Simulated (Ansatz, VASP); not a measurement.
**Two plane-wave programs on Cs**

INCAR

```
ALGO = Normal
EDIFF = 1E-6
ENCUT = 520
GGA = CA
ISIF = 2
ISMEAR = -1
LASPH = T
LCHARG = F
LREAL = F
LWAVE = F
NBANDS = 10
NELM = 80
PREC = Accurate
SIGMA = 0.1
```

KPOINTS

```
k-points
0
Gamma
  13 13 13
```

POSCAR

```
Cs
1.0
   -2.8451021907      2.8451021907      2.8451021907
    2.8451021907     -2.8451021907      2.8451021907
    2.8451021907      2.8451021907     -2.8451021907
Cs
1
Direct
    0.0000000000      0.0000000000      0.0000000000
```

Input for Ansatz:

```yaml
crystal:
  lattice:
    - [-2.8451021907, 2.8451021907, 2.8451021907]
    - [2.8451021907, -2.8451021907, 2.8451021907]
    - [2.8451021907, 2.8451021907, -2.8451021907]
  atoms:
    - { symbol: Cs, position: [0.0, 0.0, 0.0] }
hamiltonian:
  xc: lda
  pseudopotentials:
    kind: paw
    azcp:
      Cs: "pseudopotentials/Cs.paw.azcp"
basis:
  ecutwfc: 420
  fft_grid_basis: typed
kpoints:
  mp_grid: { grid: [13, 13, 13], shift: [0, 0, 0] }
magnetization:
  spin_polarized: false
scf:
  occupations: { method: fermi_dirac, width: 0.1 }
output:
  stress: true
```

Alike in both runs: task single point; functional LDA; k mesh 13 × 13 × 13; occupations fermi-dirac, width 0.1 eV; no spin polarisation.

|  | VASP | Ansatz |
| --- | --- | --- |
| version | VASP 6.6.1 | Ansatz 0.2.0 |
| potentials or method | VASP PAW LDA potentials, release 64 (Cs_sv) | plane waves (420 eV) with PAW, scalar-relativistic |
| plane-wave cutoff (eV) | 520 | 420 |
| valence electrons in the cell | 9 | 9 |

```csv
,VASP,Ansatz,Ansatz less VASP
pressure (GPa),0.1,0.1,+0.01
```

Ansatz warned: «pseudo_functional_mismatch».

Spin-orbit coupling is left out, which matters for the levels of Cs.
